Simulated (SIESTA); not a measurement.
Runs of SIESTA 5.4.2 on AlNi. Symmetry: Pm-3m, No. 221, cubic system. Conventional cell: a = 2.881 Å, b = 2.881 Å, c = 2.881 Å, α = 90.00°, β = 90.00°, γ = 90.00°. Ni (site symmetry m-3m) is surrounded by 8 Al at 2.50 Å. Around Al (site symmetry m-3m) lie 8 Ni at 2.50 Å. 

```csv
task,level,potentials or basis,cell,k mesh,optimiser,force tolerance,mesh quality,gap on the mesh (eV),pressure (GPa),moment (μB)
band structure,PBEsol,"PseudoDojo 0.4 standard (PBEsol files), DZP (energy shift 0.003 Ry; two zetas on semicore shells)",as given,9 × 9 × 9,-,-,not flagged,none,-4.9,0.00
relaxation of cell and atoms,PBE,"PseudoDojo 0.4 standard (PBE files), DZP (energy shift 0.003 Ry; two zetas on semicore shells)",relaxed,5 × 5 × 5,Broyden,0.02 eV/Å,coarse,none,-0.1,0.18
relaxation of cell and atoms,PBE,"PseudoDojo 0.4 standard (PBE files), DZP (energy shift 0.003 Ry; two zetas on semicore shells)",relaxed to 20 GPa,5 × 5 × 5,Broyden,0.02 eV/Å,coarse,none,19.9,0.27
relaxation of cell and atoms,PBE,"PseudoDojo 0.4 standard (PBE files), DZP (energy shift 0.003 Ry; two zetas on semicore shells)",relaxed to 5 GPa,5 × 5 × 5,Broyden,0.02 eV/Å,coarse,none,5.0,0.21
relaxation of cell and atoms,PBE,"PseudoDojo 0.4 standard (PBE files), DZP (energy shift 0.003 Ry; two zetas on semicore shells)",relaxed to 10 GPa,5 × 5 × 5,Broyden,0.02 eV/Å,coarse,none,10.0,(b)
relaxation of cell and atoms,PBE,"PseudoDojo 0.4 standard (PBE files), DZP (energy shift 0.003 Ry; two zetas on semicore shells)",relaxed to 2 GPa,5 × 5 × 5,Broyden,0.02 eV/Å,coarse,none,2.1,(a)
single point,PBEsol,"PseudoDojo 0.4 standard (PBEsol files), DZP (energy shift 0.003 Ry; two zetas on semicore shells)","atoms moved at random, drawn with an rms of 0.05 Å",9 × 9 × 9,-,-,not flagged,none,-4.0,0.00
```

Alike in all rows: spin collinear, ferromagnetic start; smearing fermi-dirac 0.05 eV; grid cutoff 800 Ry; energy shift 0.003 Ry.

Q: Estimate the missing entries.

A: (a) 0.19; (b) 0.24.

Caveats: some runs use coarse meshes; short orbitals over semicore shells can move pressures by several GPa; the basis of atomic orbitals isn't converged, which shifts pressures, moduli and gaps.

A gap of «none» marks a metal or a gap under the smearing width.
